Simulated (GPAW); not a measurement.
Set up this calculation in GPAW 26.7.0, as an ASE script.

| Property | Result |
| --- | --- |
| Task | single point |
| Functional | PBE |
| Potentials or basis | GPAW PAW data sets (gpaw-data 1.2.1) |
| Cutoff | 600 eV |
| Basis | pw |
| k mesh | 8 × 8 × 8 |
| Occupations | gaussian, width 0.05 eV |
| Spin | no spin polarisation |
| Maxiter | 150 |

The structure of PbS lies in POSCAR:

```
PbS
1.0
    2.1126617050      1.2197458041      3.4519162533
   -2.1126617050      1.2197458041      3.4519162533
    0.0000000000     -2.4394916082      3.4519162533
S Pb
1 1
Direct
    0.4750355500      0.4750355501      0.4750355500
    0.9805657800      0.9805657799      0.9805657800
```

The cell is a database's computed one.

The cell isn't the ideal one: the cell as VASP's run set it.

One way to write it, as run:

run.py

```python
from ase.dft.bandgap import bandgap
from ase.io import read, write
from ase.units import GPa
from gpaw import GPAW, PW

atoms = read('POSCAR')

calc = GPAW(mode=PW(600),
            xc='PBE',
            kpts={'size': (8, 8, 8), 'gamma': True},
            occupations={'name': 'methfessel-paxton', 'order': 0, 'width': 0.05},
            nbands=19,
            convergence={'density': 1e-05, 'energy': 1e-05},
            maxiter=150,
            txt='gpaw.txt')
atoms.calc = calc
energy = atoms.get_potential_energy()
forces = atoms.get_forces()
stress = atoms.get_stress()
calc.write('gs.gpw')
write('result.traj', atoms)
print(f'Energy: {energy:.6f} eV')
print('Forces (eV/A):')
print(forces.round(4))
print('Stress (GPa):', (stress / GPa).round(3))
print('Fermi level:', round(calc.get_fermi_level(), 4), 'eV')
print(f'Gap: {bandgap(calc)[0]:.4f} eV, direct: {bandgap(calc, direct=True)[0]:.4f} eV')
```

Potentials or basis: GPAW PAW data sets (gpaw-data 1.2.1), pw.

Run with:

```bash
$ OMP_NUM_THREADS=1 python run.py
```

Results of the run:

| Property | Result |
| --- | --- |
| Pressure | 0.7 GPa |
| Largest force | 0.013 eV/Å |
| Band gap on the k mesh | 0.41 eV, direct |

Caveat: spin-orbit coupling is left out, which as a rule narrows the gap of such compounds by several tenths of an eV.

Run time: 29 s on 1 thread of Arm Neoverse V2 (shared host), peak memory 0.2 GiB.
